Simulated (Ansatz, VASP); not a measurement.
## Two plane-wave programs on Pt

```xyz
2
Lattice="0.0000 2.9144 2.9144 2.9144 0.0000 2.9144 2.9144 2.9144 0.0000" Properties=species:S:1:pos:R:3 pbc="T T T"
Pt   -0.7286   -0.7286   -0.7286
Pt    0.7286    0.7286    0.7286
```

Alike in both runs: functional PBE; k mesh 12 × 12 × 12; occupations fermi-dirac, width 0.05 eV; no spin polarisation.

Ansatz relaxed the structure, and its values are those at the end. VASP's run is a single point on that final structure, the one shown.

```csv
,VASP,Ansatz
version,VASP 6.6.1,Ansatz 0.2.0
potentials or method,"VASP PAW PBE potentials, release 64 (Pt)","PAW with Ansatz's default frozen-core files, scalar-relativistic"
plane-wave cutoff (eV),520,420
valence electrons in the cell,20,36
```

```tsv
	VASP	Ansatz	Ansatz less VASP
pressure (GPa)	-3.2	-2.9	+0.35
```

The two sets of potentials don't hold the same shells in valence.

The runs have no spin-orbit coupling, so splittings on Pt are missing.
